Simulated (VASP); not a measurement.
Crystal: HfO2.

```
Hf O
1.0
     0.00000    2.55750    2.55750
     2.55750    0.00000    2.55750
     2.55750    2.55750    0.00000
Hf O
1 2
Direct
  0.00000 0.00000 0.00000
  0.75000 0.75000 0.75000
  0.25000 0.25000 0.25000
```

Measurements of this composition are mostly on another form, of space group No. 14.

```yaml
Program: VASP 6.6.1
Task: single point
Functional: PBE
Potentials_or_basis: VASP PAW PBE potentials, release 64 (Hf_pv, O)
Cutoff: 520 eV
k_mesh: 9 × 9 × 9
Occupations: fermi-dirac, width 0.05 eV
Spin: no spin polarisation
```

On this cell: pressure -6.0 GPa; largest force zero by symmetry; band gap on the k mesh 3.84 eV, indirect (least direct gap 3.95 eV).

The same run follows on a disturbed copy (atoms moved at random, drawn with an rms of 0.05 Å):

```
Hf O
1.0
     0.00000    2.55750    2.55750
     2.55750    0.00000    2.55750
     2.55750    2.55750    0.00000
Hf O
1 2
Direct
  0.00903 0.00078 0.98476
  0.74644 0.74874 0.75724
  0.25109 0.24009 0.25004
```

Q: What changes?

A: The energy moves by +4.6 meV/atom; pressure -5.6 GPa; largest force 0.416 eV/Å; band gap on the k mesh 3.83 eV, indirect (least direct gap 3.94 eV).

Forces on the atoms (eV/Å):
```
Hf   0.128  0.062 -0.150
O   -0.409 -0.067 -0.031
O    0.281  0.004  0.182
```

Stress tensor (GPa, compression positive):
```
-5.50  0.38 -0.04
 0.38 -5.65  0.93
-0.04  0.93 -5.62
```

Caveats: spin-orbit coupling is left out, which moves the levels of the heavy elements; an odd mesh through Γ misses points on the zone boundary, where band edges often lie.
